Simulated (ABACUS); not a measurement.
# Ta under changes of volume

One of the cells (18.010 Å³/atom); the others are scaled copies at fixed shape and fractional positions:

```
CELL_PARAMETERS angstrom
2.86010 0.00000 0.00000
-0.95337 2.69653 0.00000
-0.95337 -1.34826 2.33526
ATOMIC_POSITIONS crystal
Ta 0.00000 0.00000 0.00000
```

| Property | Result |
| --- | --- |
| Program | ABACUS 3.10.1 |
| Functional | PBE |
| Potentials or basis | SG15 ONCV 1.2 PBE |
| Cutoff | 1361 eV |
| Density cutoff | 5442 eV |
| Basis | TZDP LCAO (the cutoffs set its grid) |
| k mesh | 10 × 10 × 10 |
| Occupations | fermi-dirac, width 0.05 eV |
| Spin | no spin polarisation |

```tsv
volume (Å³/atom)	energy over the lowest point (meV/atom)	pressure (GPa)
16.930	93.06	20.5
17.290	52.82	14.9
17.650	24.55	9.9
18.010	?	?
18.371	0.00	1.0
18.731	1.96	-2.9
19.091	12.38	-6.5
```

**Question.** What does the run at 18.010 Å³/atom give?

**Answer.** Energy over the lowest point 7.23 meV/atom; pressure 5.2 GPa.

Worked out: A Birch-Murnaghan fit of order 3 (a polynomial in V^(-2/3)) to the other rows has its minimum at 18.47 Å³/atom with B0 = V·E''(V) = 205 GPa and B' = 3.5. It gives 7.25 meV/atom at 18.010 Å³/atom, against the run's 7.23, and -dE/dV = 5.4 GPa, against 5.2.

Energies are extrapolated to zero smearing.

Caveats: the atomic orbitals were generated for these runs and aren't a published set; the basis of atomic orbitals isn't converged, which shifts pressures, moduli and gaps.
